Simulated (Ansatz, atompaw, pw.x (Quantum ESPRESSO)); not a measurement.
# Equation-of-state test of one PAW (atompaw) potential (B (Z = 5))

```
Element                 : B
Generator               : atompaw 4.2.0.5
Type                    : PAW
Functional              : PBE
Relativity              : scalar-relativistic
Frozen core             : [He]
Valence charge          : 3
Reference configuration : 2s2 2p1
Partial waves           : 2s (bound); 2s channel at 1.3 Ry; 2p (bound); 2p channel at 0.15 Ry
Local potential         : bessel scheme, radius 2.40 bohr
Core correction         : smooth core density matched at 2.05 bohr
Augmentation charge     : gaussian compensation charge, radius 2.70 bohr; PAW radius 3.00 bohr; waves and projectors: bloechl
```

Atomic tests: cutoffs needed: 8 Ry and 12 Ry (the cutoffs (Ry, on a coarse ladder) from which the occupation-weighted sum of valence levels, in a spherical-Bessel basis at the reference potential, stays within 10 and 1 mRy of its value at 400 Ry); ghost test: no extra level below or beside the all-electron valence levels (s, p, d, f tested) (spherical-Bessel basis up to 400 Ry, 20 bohr box); lowest eigenvalue of the overlap operator: 0.65 (s channel).

Crystal test: fcc B in pw.x 7.5, no spin, 18³ k-points, Fermi–Dirac smearing 0.01 Ry, cutoffs 40/400 Ry. The reference is all-electron LAPW (Ansatz 0.2.0) with the same functional, mesh and smearing; V0 and B0 come from Birch–Murnaghan fits to the pressures at five volumes. Errors are pseudo minus all-electron; Δ is the rms difference of the E(V) curves that follow from these fits, minima aligned, over ±6 % about the mean V0. Mesh and smearing are coarse, so the numbers serve the comparison and aren't converged zero-temperature values; the lattice is a test structure that the element need not adopt.

All-electron: a0 = 2.867 Å (V0 = 5.89 Å³/atom), B0 = 270.8 GPa.

Q: How far does the potential miss the all-electron equation of state?

A: converged, but broken (pressure over 100 GPa off). The pressure does not cross zero within the volumes sampled, so no fit is given. The largest radius (3.00 bohr) exceeds half the bond length (1.92 bohr), so the spheres overlap, which is one possible source of error among others. A pressure error of this size marks a broken potential; the numbers have no physical meaning.

| V (Å³/atom) | P all-electron (GPa) | P pseudo (GPa) |
| --- | --- | --- |
| 5.603 | 14.83 | 137.78 |
| 5.751 | 6.76 | 119.05 |
| 5.898 | -0.40 | 102.36 |
| 6.045 | -6.74 | 87.47 |
| 6.193 | -12.37 | 74.18 |

Q: At the middle volume, how do free energy and pressure move when the wave cutoff is lowered (ecutrho held at 400 Ry)?

A:

| cutoff (Ry) | shift of F (meV/atom) | shift of P (GPa) |
| --- | --- | --- |
| 18 | +0.3 | -0.02 |
| 24 | +0.1 | -0.01 |
| 32 | +0.0 | -0.00 |

The run at the middle volume (195 k-points, 5 iterations) took about 1.6 s on one core of a shared host (AMD EPYC 9R45 96-Core Processor, 96 threads, 376 GiB, load 48).
